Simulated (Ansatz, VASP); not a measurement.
# V: VASP beside Ansatz

```
V
1.0
     0.00000    1.96630    1.96630
     1.96630    0.00000    1.96630
     1.96630    1.96630    0.00000
V
1
Cartesian
  0.0000 0.0000 0.0000
```

Alike in both runs: task single point; functional PBEsol; k mesh 8 × 8 × 8; occupations gaussian, width 0.1 eV; collinear spin.

|  | VASP | Ansatz |
| --- | --- | --- |
| version | VASP 6.6.1 | Ansatz 0.2.0 |
| potentials or method | VASP PAW PBE potentials, release 64 (V_sv) | scalar-relativistic, plane waves, PAW |
| plane-wave cutoff (eV) | 520 | 420 |
| valence electrons in the cell | 13 | 13 |

|  | VASP | Ansatz | Ansatz less VASP |
| --- | --- | --- | --- |
| gap on the k mesh at the Fermi level (eV) | none | none | - |
| pressure (GPa) | -18.4 | -18.6 | -0.15 |
| net moment per atom (μB) | 0.00 | 0.00 | 0.000 |

A gap of «none» marks a metal or a gap that the smearing closes. Ansatz warned: «seeded_moment_not_kept».

Caveats: so large a pressure means that the cell lies far from this level's equilibrium, or that cutoff or potentials fall short (VASP); the potentials were made for another functional, which shifts forces and pressure (VASP).
